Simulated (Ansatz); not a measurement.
Crystal: Te.

```
Te
1.0
     5.22326    0.00000    0.00000
     0.00000    5.22326    0.00000
     0.00000    0.00000    5.22326
Te
4
Direct
  0.87500 0.12500 0.62500
  0.37500 0.37500 0.37500
  0.12500 0.62500 0.87500
  0.62500 0.87500 0.12500
```

The cell was built by a generator and needn't be a form met in nature.

Base run:

| Quantity | Value |
| --- | --- |
| Program | Ansatz 0.2.0 |
| Functional | LDA |
| Potentials or basis | Ansatz PAW |
| Cutoff | 420 eV (not typed: the program's choice for these potentials) |
| k mesh | 4 × 4 × 4 |
| Occupations | fermi-dirac, width 0.05 eV |
| Spin | no spin polarisation |

Its results: band gap on the k mesh none (metal or under the smearing width); pressure -2.9 GPa.

The run is repeated on the same cell with these changes: functional from LDA to BLYP. What comes out?

Band gap on the k mesh none (metal or under the smearing width); pressure 3.7 GPa.

BLYP binds less tightly than LDA, so the same cell stands under more pressure.

Caveats: spin-orbit coupling is left out, which moves the levels of the heavy elements; the PAW data sets come from PBE, with cores solved anew for the run's functional, which leaves a small shift of forces and pressure.
